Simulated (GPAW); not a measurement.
BP:

```xyz
2
Lattice="0.0000 2.2690 2.2690 2.2690 0.0000 2.2690 2.2690 2.2690 0.0000" Properties=species:S:1:pos:R:3 pbc="T T T"
P     3.4035    3.4035    3.4035
B     0.0000    0.0000    0.0000
```

Base run:

```yaml
Program: GPAW 26.7.0
Functional: revPBE
Potentials_or_basis: the program's PAW data sets (release 1.2.1) made for this functional
Cutoff: 800 eV
Basis: pw
k_mesh: 10 × 10 × 10
Occupations: fermi-dirac, width 0.05 eV
Spin: no spin polarisation
```

Its results: band gap on the k mesh 1.26 eV, indirect (least direct gap 3.41 eV); pressure 3.5 GPa.

Problem. The run is repeated on the same cell with these changes: functional from revPBE to LDA. What comes out?

Solution. Band gap on the k mesh 1.19 eV, indirect (least direct gap 3.38 eV); pressure -5.0 GPa.

LDA binds more tightly than revPBE, so the same cell stands under less pressure.

Not every run made on this cell is shown here.
